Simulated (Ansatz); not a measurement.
Computed with Ansatz, not measured. Plane-wave DFT: an element X is put into a periodic supercell of the crystal below and the atoms relax. X is one of the candidates, and is told by the neutral defect's formation energy over the elements (uncorrected), its moments where the run had spin, and its relaxed neighbours, eight at most.

```
cell
1.0
    -2.4909    2.4909    3.6677
     2.4909   -2.4909    3.6677
     2.4909    2.4909   -3.6677
Si O
2 4
Direct
  0.0000 0.0000 0.0000
  0.7500 0.2500 0.5000
  0.3750 0.2214 0.3464
  0.9714 0.6250 0.8464
  0.7786 0.1250 0.1536
  0.8750 0.0286 0.6536
```

- host atoms in supercell: 24
- functional: PBEsol
- wave cutoff: 420 eV
- k mesh: 2, 2, 2
- k shift: 0.5, 0.5, 0.5 mesh steps
- gaussian smearing: 0.02 eV
- start displacement: 0 angstrom
- electrons started on: no chosen atoms
- candidate elements: F, S, Sc, Cu, Hf, Bi
- found formation energy: -0.489 eV
- found largest move from host sites: 0.399 angstrom

| supercell vector | supercell times a (host cell vectors) | supercell times b (host cell vectors) | supercell times c (host cell vectors) |
| --- | --- | --- | --- |
| A | 1 | 1 | 2 |
| B | -1 | 1 | 0 |
| C | -1 | -1 | 0 |

| change element | change kind | change place a (host cell vectors) | change place b (host cell vectors) | change place c (host cell vectors) |
| --- | --- | --- | --- | --- |
| X | on Si | 0 | 0 | 1 |

```tsv
found neighbour element	found neighbour distance (angstrom)
O	1.926
O	1.926
O	1.926
O	1.926
```

Task: Which element is X?

Result: Hf.

Caveats: the atoms kept the symmetry of the start, so a distorted state could lie lower; the supercell is small.
